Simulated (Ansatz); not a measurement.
# The honeycomb GaAs bilayer (AB) under a gate, part 3 of 3

How does the honeycomb GaAs bilayer (AB) take up charge from its gate?

Ansatz 0.2.0; plane-wave DFT, PBE-D3(BJ), Ansatz PAW.

So far. Step 9 (Gated layer, added electrons -3×10¹³ per cm², start …): Against the uncharged case this takes -2.64 V.

## (10) Gated layer, added electrons -6×10¹³ per cm²

input.yaml

```yaml
crystal:
  lattice:
    - [4.0150554658, 0.0, 0.0]
    - [-2.0075277329, 3.477140031, 0.0]
    - [0.0, 0.0, 38.4256663937]
  atoms:
    - { symbol: As, position: [0.6666666667, 0.3333333333, 0.4450150539] }
    - { symbol: Ga, position: [0.3333333333, 0.6666666667, 0.461280972] }
    - { symbol: As, position: [0.0, 0.0, 0.5389911154] }
    - { symbol: Ga, position: [0.6666666667, 0.3333333333, 0.5549849461] }
  periodic: [true, true, false]
  symmetry: { detect: true }
total_charge: 0.083765
kpoints:
  mp_grid: { grid: [72, 72, 1] }
  band_path:
    path: [[0, 0, 0], [0.5, 0, 0], [0.33333333, 0.33333333, 0], [0, 0, 0]]
    npoints: 16
hamiltonian:
  xc: pbe
  dispersion: d3bj
scf:
  occupations: { method: fermi_dirac, width: 0.02585 }
  convergence: { dr2_threshold: 1.0e-10 }
output:
  forces: true
  eigenvalues: true
  dos: { projected: true, e_range: [-3, 3], de: 0.01 }
  write_potential: true
  write_density: true
  volumetric_format: npy
  elf: true
external_charges:
  - { charge: 0, barrier: 10, axis: 3, height: 24.826, sigma: 0.25 }
  - { charge: -0.083765, axis: 3, height: 26.326, sigma: 0.5 }
```

Launch:

```
ansatz run input.yaml --threads 4 --pin off --max-ram 16384MiB --backend cpu --events-out ev --progress --plain --runs-dir out
```

Numbers of over 12 decimals in the logs are rounded to 6 here.

The program printed:

```text
[...]
Crystal: 4 atoms, lattice volume = 536.457 Å³
Basis set: ecut = 420 eV, 10557 PW (Γ), exchange–correlation on 54×54×540 points (8 copies of the dense FFT grid, shifted against one another)
Bands: 34, of which v1, the nominal top of the filled ones, is band 28 counted from 1 (27 counted from 0)
Symmetry: 6 space group operations
[...]
k-points: 469 of 5184 (time reversal used)
[...]
--- Band table (eV; the first three rows and the last of 469) ---
  k-point 0: bands = [... 24 lower, -7.4343, -7.4343, -7.1662, -7.1662, -5.9298, -5.8065, -3.3506, -2.4765, ... 2 higher]
  k-point 1: bands = [... 24 lower, -7.4611, -7.4389, -7.1978, -7.1696, -5.9011, -5.7746, -3.3489, -2.4900, ... 2 higher]
  k-point 2: bands = [... 24 lower, -7.5362, -7.4527, -7.2824, -7.1799, -5.8229, -5.6862, -3.3439, -2.5267, ... 2 higher]
  k-point 468: bands = [... 24 lower, -10.5444, -10.3052, -7.4177, -7.3111, -5.4902, -5.2853, -1.3187, -1.2336, ... 2 higher]
[key lines of the parts left out:]
SCF converged after 14 iterations
Free energy (F): -17278.374899 eV
Fermi energy:    -7.168026 eV
```

Elapsed: 6.6 min, on 4 threads of Arm Neoverse V1, shared host; peak memory 5.2 GiB.

Against the uncharged case this takes -4.80 V.

## (11) Gated layer, added electrons -10×10¹³ per cm²

Edit input.yaml of step 10 so:

```diff
@@ -12,3 +12,3 @@
   symmetry: { detect: true }
-total_charge: 0.083765
+total_charge: 0.139609
 kpoints:
@@ -34,2 +34,2 @@
   - { charge: 0, barrier: 10, axis: 3, height: 24.826, sigma: 0.25 }
-  - { charge: -0.083765, axis: 3, height: 26.326, sigma: 0.5 }
+  - { charge: -0.139609, axis: 3, height: 26.326, sigma: 0.5 }
```

The program printed:

```text
[...]
Crystal: 4 atoms, lattice volume = 536.457 Å³
Basis set: ecut = 420 eV, 10557 PW (Γ), exchange–correlation on 54×54×540 points (8 copies of the dense FFT grid, shifted against one another)
Bands: 34, of which v1, the nominal top of the filled ones, is band 28 counted from 1 (27 counted from 0)
Symmetry: 6 space group operations
[...]
k-points: 469 of 5184 (time reversal used)
[...]
--- Band table (eV; the first three rows and the last of 469) ---
  k-point 0: bands = [... 24 lower, -8.7790, -8.7790, -8.6214, -8.6214, -7.2809, -7.2583, -4.5409, -3.8450, ... 2 higher]
  k-point 1: bands = [... 24 lower, -8.8072, -8.7841, -8.6516, -8.6245, -7.2497, -7.2287, -4.5393, -3.8581, ... 2 higher]
  k-point 2: bands = [... 24 lower, -8.8873, -8.7989, -8.7312, -8.6336, -7.1704, -7.1408, -4.5347, -3.8940, ... 2 higher]
  k-point 468: bands = [... 24 lower, -11.8808, -11.7565, -8.7560, -8.7479, -6.9189, -6.5253, -2.7211, -2.4408, ... 2 higher]
[key lines of the parts left out:]
SCF converged after 15 iterations
Free energy (F): -17277.832313 eV
Fermi energy:    -8.592585 eV
```

The job ended after 6.5 min (4 threads; peak memory 5.2 GiB; 26 min of CPU time).

Against the uncharged case this takes -7.69 V.

## (12) The series together

This step: plane-wave DFT, PBE-D3(BJ), Ansatz PAW; charging by gates (Ansatz 0.2.0).

The potential behind each gate is read from every run and counted from the uncharged case.

Voltage on the gate against the layer's Fermi level, from the uncharged case. Table of gate voltage by added electrons:

```tsv
added electrons (10¹³ per cm²)	gate voltage (V)
-10.00	-7.69
-6.00	-4.80
-3.00	-2.64
-1.00	-1.17
0.00	0
1.00	1.10
3.00	2.45
6.00	4.41
10.00	6.88
```

Charge step over voltage step between neighbouring densities. The total capacitance by added electrons:

```tsv
added electrons (10¹³ per cm²)	total capacitance (µF/cm²)
-8.00	2.22
-4.50	2.22
-2.00	2.18
-0.50	1.37
0.50	1.46
2.00	2.36
4.50	2.46
8.00	2.60
```

Work function of the face away from the gate. Table of work function of the far face by added electrons:

```tsv
added electrons (1e13 /cm²)	work function of the far face (eV)
-10.00	5.61
-6.00	5.66
-3.00	5.68
-1.00	5.66
0.00	5.23
1.00	4.81
3.00	4.80
6.00	4.80
10.00	4.80
```

By hand: 10¹³ electrons per cm² are 0.001 e/Å², which by Gauss's law end a field of 0.181 V/Å. At 10×10¹³ holes per cm² the field towards a gate is 1.810 V/Å, which over the 5 Å from the outer atoms would drop 9.05 V; the run needs 7.69 V.

## (13) Varying the input

This step: plane-wave DFT, PBE-D3(BJ), Ansatz PAW (Ansatz 0.2.0).

A run with a changed input: it repeats the earlier run at 1 × 10¹³ added electrons per cm² with crystal.symmetry from detect: true to detect: false and kpoints.mp_grid.grid from [72, 72, 1] to [24, 24, 1].

Edit input.yaml of step 11 so:

```diff
@@ -11,9 +11,6 @@
   periodic: [true, true, false]
-  symmetry: { detect: true }
-total_charge: 0.139609
+  symmetry: { detect: false }
+total_charge: -0.013961
 kpoints:
-  mp_grid: { grid: [72, 72, 1] }
-  band_path:
-    path: [[0, 0, 0], [0.5, 0, 0], [0.33333333, 0.33333333, 0], [0, 0, 0]]
-    npoints: 16
+  mp_grid: { grid: [24, 24, 1] }
 hamiltonian:
@@ -27,3 +24,2 @@
   eigenvalues: true
-  dos: { projected: true, e_range: [-3, 3], de: 0.01 }
   write_potential: true
@@ -31,5 +27,4 @@
   volumetric_format: npy
-  elf: true
 external_charges:
   - { charge: 0, barrier: 10, axis: 3, height: 24.826, sigma: 0.25 }
-  - { charge: -0.139609, axis: 3, height: 26.326, sigma: 0.5 }
+  - { charge: 0.013961, axis: 3, height: 26.326, sigma: 0.5 }
```

The program printed:

```text
[...]
Crystal: 4 atoms, lattice volume = 536.457 Å³
Basis set: ecut = 420 eV, 10557 PW (Γ), exchange–correlation on 54×54×540 points (8 copies of the dense FFT grid, shifted against one another)
Bands: 34, of which v1, the nominal top of the filled ones, is band 28 counted from 1 (27 counted from 0)
Symmetry: 1 space group operations
k-points: 290 of 576 (time reversal used)
[...]
SCF iter   1: F=—  HF=-17279.524126 eV  |F-HF|=—  |Δ(HF+E_count)|=         —  Δρ=1.55e-2  dr2=2.63e0  ethr=3.10e-3  ⟨swp⟩=13.3  Hψ=60679  notcnv=0
[...]
SCF iter  12: F=-17278.951094 eV  HF=-17278.951094 eV  |F-HF|=1.16e-9  |Δ(HF+E_count)|=   7.64e-9  Δρ=1.14e-7  dr2=8.62e-11  ethr=1.00e-12  ⟨swp⟩=23.2  Hψ=92288  notcnv=0
SCF 1 converged in 12 iterations: F = -17278.951094 eV  dr2 = 8.62e-11
[...]
SCF converged after 12 iterations
Free energy (F): -17278.951094 eV
[...]
Internal energy: -17278.950262 eV  (E = F + TS)
E sigma→0 (E₀):  -17278.950678 eV
Entropy (-TS):   -0.000833 eV (-0.208 meV/atom)
Fermi energy:    -3.797644 eV
[...]
--- Forces (eV/Å), atoms and charges each counted from 1 ---
  atom   1  As    -0.00000006    -0.00000001    -0.00049568
  atom   2  Ga     0.00000001    -0.00000000     0.00674513
  atom   3  As     0.00000001     0.00000000    -0.00185725
  atom   4  Ga    -0.00000001     0.00000000    -0.01848839
  external charge   1     0.00000000     0.00000000     0.01536196
  external charge   2     0.00000000     0.00000000    -0.00126227
  max |Σ_I F_I| component, the external charges' with the atoms': 3.49e-6 eV/Å
--- Band table (eV; the first three rows and the last of 290) ---
  k-point 0: bands = [... 24 lower, -5.2014, -5.2014, -4.6284, -4.6284, -3.6757, -3.2763, -1.5205, -0.1994, ... 2 higher]
  k-point 1: bands = [... 24 lower, -5.3985, -5.2399, -4.8748, -4.6618, -3.4601, -3.0306, -1.5009, -0.2907, ... 2 higher]
  k-point 2: bands = [... 24 lower, -5.7923, -5.3473, -5.2899, -4.7566, -3.0510, -2.5763, -1.4454, -0.4496, ... 2 higher]
  k-point 289: bands = [... 24 lower, -6.6774, -6.0104, -5.9942, -5.1032, -3.8015, -2.7135, -2.1826, -1.3054, ... 2 higher]
```

Wall time 3.5 min (4 threads); peak memory 3.4 GiB; 14 min of CPU time.

```tsv
quantity	this run	earlier run	difference
potential beyond the upper barrier and gate, less the barrier, from the Fermi level (eV)	2.783	2.783	-5.5e-4
```

Nothing in the table moves by 0.01 in its unit. The run took 12 SCF cycles against 13.

The change did no harm here.

## (14) Varying the input

An input spoilt on purpose, to show how the run answers: it repeats the earlier run at 1 × 10¹³ added electrons per cm² with crystal.atoms[0].position to [0.33333333, 0.66666667, 0.46128097], and scf.max_iter set to 80.

input.yaml, the sections that differ from step 13:

```yaml
crystal:
  lattice:
    - [4.0150554658, 0.0, 0.0]
    - [-2.0075277329, 3.477140031, 0.0]
    - [0.0, 0.0, 38.4256663937]
  atoms:
    - { symbol: As, position: [0.33333333, 0.66666667, 0.46128097] }
    - { symbol: Ga, position: [0.3333333333, 0.6666666667, 0.461280972] }
    - { symbol: As, position: [0.0, 0.0, 0.5389911154] }
    - { symbol: Ga, position: [0.6666666667, 0.3333333333, 0.5549849461] }
  periodic: [true, true, false]
  symmetry: { detect: true }
kpoints:
  mp_grid: { grid: [72, 72, 1] }
scf:
  occupations: { method: fermi_dirac, width: 0.02585 }
  convergence: { dr2_threshold: 1.0e-10 }
  max_iter: 80
# total_charge, hamiltonian, output, external_charges: as in step 13
```

The program printed:

```text
Error: atoms 0 (As) and 1 (Ga) coincide: fractional positions [0.33333333, 0.66666667, 0.46128097] and [0.3333333333, 0.6666666667, 0.461280972] are 8.02e-8 Å apart, within the symmetry tolerance 1e-5 (fractional) on every axis — remove the duplicate or separate the sites (indices count the expanded atom list at the failing check: the typed cell's during the `space_group:` round-trip, otherwise the final one with `supercell:` and `defects:` applied)
```

Wall time 0.03 s (4 threads); peak memory 0.035 GiB.

The input was rejected at the start.

The program's message: “Error: atoms 0 (As) and 1 (Ga) coincide: fractional positions [0.33333333, 0.66666667, 0.46128097] and [0.3333333333, 0.6666666667, 0.461280972] are 8.02e-8 Å apart, within the symmetry tolerance 1e-5 …”

The fault put into the input: atoms that overlap.

## (15) What came out

| Property | Result |
| --- | --- |
| gap with uncharged gates | 0.847 eV |
| gate voltage at 10×10¹³ holes per cm² | -7.69 V |
| gate voltage at 10×10¹³ electrons per cm² | +6.88 V |
| total capacitance near 8×10¹³ holes per cm² | 2.22 µF/cm² |

**Reading.** Putting 10×10¹³ holes per cm² on the layer takes -7.69 V on the gate; how far the Fermi level moves against the bands is taken for single layers without spin and with an even electron count alone. Between the first holes and the first electrons the voltage runs over 2.26 V: the drop across the plates for that charge, plus the way of the Fermi level through the region of the 0.85 eV gap. The zero of the voltage lies where the smearing puts the uncharged Fermi level. Plates 5 Å apart would give 1.77 µF/cm² in vacuum; the computed total runs from 1.4 to 2.60 µF/cm². A value over that of the plates means that the screening charge has its centre outside the outer atoms; a low density of states works the other way. Few carriers sample few k-points, so the slopes at the lowest densities depend on the mesh and on the temperature. The gates are charged sheets behind model barriers, not atoms. Spin-orbit coupling is left out.

[Logs are printed without paths, hosts, clocks, repeated set-up lines and the standing remarks that a program may print on its own settings, such as how far it seeks lower states.]

[Hosts, paths, dates, database ids (printed as entryN), source tags and the programs' standing remarks are cut or masked in the printed files.]

[Maps of the electrostatic potential energy from Ansatz leave out the sawtooth potential of an applied field or a dipole correction, so their vacuum need not be flat; planar profiles and work functions include it.]
